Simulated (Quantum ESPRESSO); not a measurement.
## Ge under changes of volume

One of the cells (19.607 Å³/atom); the others are scaled copies at fixed shape and fractional positions:

```
CELL_PARAMETERS angstrom
1.39715 -2.60052 0.00000
1.39715 2.60052 0.00000
0.00000 0.00000 2.69823
ATOMIC_POSITIONS crystal
Ge 0.50000 0.50000 0.00000
```

This isn't the form of Ge at room conditions, which is diamond.

```yaml
Program: Quantum ESPRESSO 7.5
Functional: PBEsol
Potentials_or_basis: GBRV 1.5 PBEsol
Cutoff: 612 eV
Density_cutoff: 4898 eV
k_mesh: 11 × 11 × 10
Occupations: fermi-dirac, width 0.05 eV
Spin: no spin polarisation
```

```csv
volume (Å³/atom),energy over the lowest point (meV/atom),pressure (GPa)
18.431,0.00,-0.2
18.823,1.88,-1.7
19.215,?,?
19.607,15.97,-4.3
19.999,27.43,-5.3
20.391,41.39,-6.3
20.783,57.58,-7.2
```

What does the run at 19.215 Å³/atom give?

Energy over the lowest point 7.34 meV/atom; pressure -3.1 GPa.

Worked out: A Birch-Murnaghan fit of order 3 (a polynomial in V^(-2/3)) to the other rows has its minimum at 18.44 Å³/atom with B0 = V·E''(V) = 77 GPa and B' = 4.6 at fixed shape and positions, which overstates the stiffness. It gives 7.34 meV/atom at 19.215 Å³/atom, against the run's 7.34, and -dE/dV = -2.9 GPa, against -3.1.

Energies are extrapolated to zero smearing.
